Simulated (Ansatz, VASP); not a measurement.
## Sc in VASP and in Ansatz

```
Sc
1.0
     3.16453    0.00000    0.00000
    -1.58227    2.74057    0.00000
     0.00000    0.00000    5.51244
Sc
2
Direct
  0.33333 0.66667 0.25000
  0.66667 0.33333 0.75000
```

Alike in both runs: task single point; functional PBE; k mesh 15 × 15 × 8; occupations gaussian, width 0.1 eV; no spin polarisation.

|  | VASP | Ansatz |
| --- | --- | --- |
| version | VASP 6.6.1 | Ansatz 0.2.0 |
| potentials or method | VASP PAW PBE potentials, release 64 (Sc_sv) | scalar-relativistic, plane waves, PAW |
| plane-wave cutoff (eV) | 520 | 420 |
| valence electrons in the cell | 22 | 22 |

|  | VASP | Ansatz | Ansatz less VASP |
| --- | --- | --- | --- |
| gap on the k mesh at the Fermi level (eV) | none | none | - |
| pressure (GPa) | 2.2 | 2.2 | -0.03 |
| largest component of the traceless stress (GPa) | 5.38 | 5.38 | +0.004 |

A gap of «none» marks a metal or a gap that the smearing closes.
